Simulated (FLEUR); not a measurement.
InAs: equation of state with SCAN

InAs:

```
In As
1.0
     0.00000    3.01800    3.01800
     3.01800    0.00000    3.01800
     3.01800    3.01800    0.00000
In As
1 1
Cartesian
  0.0000 0.0000 0.0000
  4.5270 4.5270 4.5270
```

* Program: FLEUR MaX-R8.1 (later development tree)
* Task: equation of state
* Functional: SCAN
* Potentials or basis: all-electron
* Basis: FLAPW
* Kmax: 4.56 1/bohr
* k mesh: 8 × 8 × 8
* Occupations: fermi-dirac, width 0.05 eV
* Spin: no spin polarisation
* Gmax: 14.1 1/bohr
* Muffin-tin radii: In 2.28, As 2.15 bohr
* lmax: In 9, As 9
* Local orbitals a species: In 5, As 6

```
Equilibrium volume : 28.36 Å³/atom
Bulk modulus       : 59 GPa
```

Energy against volume, from the lowest point:
```
volume (Å³/atom)  energy (meV/atom)
          25.840              47.26
          26.389              27.86
          27.489               4.77
          28.588               0.00
          29.138               3.35
```

Caveat: the meta-GGA is that of a development version, with a GGA for the radial functions and cores and without core tails. Zero-point motion and thermal expansion aren't in these numbers.
